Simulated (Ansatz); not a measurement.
Rocksalt MgSe, relaxed with r2SCAN: 5 runs in the plane-wave code Ansatz, each a calculation of independent-particle optics. The symmetry is Fm-3m (No. 225, cubic); a = 5.473 Å in the conventional setting, 20.49 Å³ an atom. Around Mg lie 6 Se at 2.74 Å; around Se lie 6 Mg at 2.74 Å. (Simulation; no magnetic order is allowed.)

```xyz
2
Lattice="0.0000 2.7363 2.7363 2.7363 0.0000 2.7363 2.7363 2.7363 0.0000" Properties=species:S:1:pos:R:3 pbc="T T T"
Mg    0.0000    0.0000    0.0000
Se    2.7363    2.7363    2.7363
```

On meshes this coarse, single peaks can be features of the mesh. No local fields, no excitons; the zone sum runs over the cells of the mesh, and ε∞ includes the bands left out of the spectrum. Up to four peaks are listed, those above 15 % of the tallest and inside the complete range; the four can differ from row to row.

```
functional  k mesh  broadening (eV)    scissors (eV)  range (eV)  direct gap on the mesh before scissors (eV)  ε∞ xx  ε∞ yy  ε∞ zz  complete up to (eV)  tallest peaks of mean ε₂ (eV)
       PBE   8×8×8              0.1             0.00        0–14                                         2.53   7.13   7.13   7.13                 14.0                      5.30 6.70
    r2SCAN   8×8×8              0.1             0.00        0–14                                         3.44   5.97   5.97   5.97                 14.0                      6.00 7.35
       LDA   8×8×8              0.1             0.00        0–14                                         2.30   7.44   7.44   7.44                 14.0                      5.15 6.55
       PBE   8×8×8              0.1  1.01 (to HSE06)        0–14                                         2.53   6.20   6.20   6.20                 14.0                      6.30 7.70
   PBE+SOC   8×8×8              0.1             0.00        0–14                                         2.39   7.14   7.14   7.14                 14.0                      5.25 6.70
```

The fundamental gap is indirect (1.80 eV with PBE on 8×8×8); the table holds the direct one.

Only the levels marked +SOC include spin-orbit coupling.
